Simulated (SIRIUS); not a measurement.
The system is W.

```
CELL_PARAMETERS angstrom
-1.58234 1.58234 1.58234
1.58234 -1.58234 1.58234
1.58234 1.58234 -1.58234
ATOMIC_POSITIONS crystal
W 0.00000 0.00000 0.00000
```

- Program: SIRIUS 7.10.0
- Task: single point
- Functional: PBEsol
- Potentials or basis: PseudoDojo 0.4.1 PBEsol standard (scalar relativistic)
- Cutoff: 1030 eV
- Density cutoff: 4119 eV
- k mesh: 12 × 12 × 12
- Occupations: fermi-dirac, width 0.05 eV
- Spin: no spin polarisation

On this cell: pressure -2.8 GPa; band gap on the k mesh none (metal or under the smearing width).

The same run follows on a disturbed copy (cell strained at random at fixed volume):

```
CELL_PARAMETERS angstrom
-1.54480 1.61508 1.63102
1.57115 -1.54525 1.58754
1.54570 1.54614 -1.56120
ATOMIC_POSITIONS crystal
W 0.01093 0.00770 0.02297
```

Task: What changes?

Result: The energy (extrapolated to zero smearing) moves by +22.1 meV/atom; pressure -2.6 GPa; band gap on the k mesh none (metal or under the smearing width).

Stress tensor (GPa, compression positive):
```
 3.02  0.60 -2.03
 0.60 -2.71 -5.94
-2.03 -5.94 -8.09
```
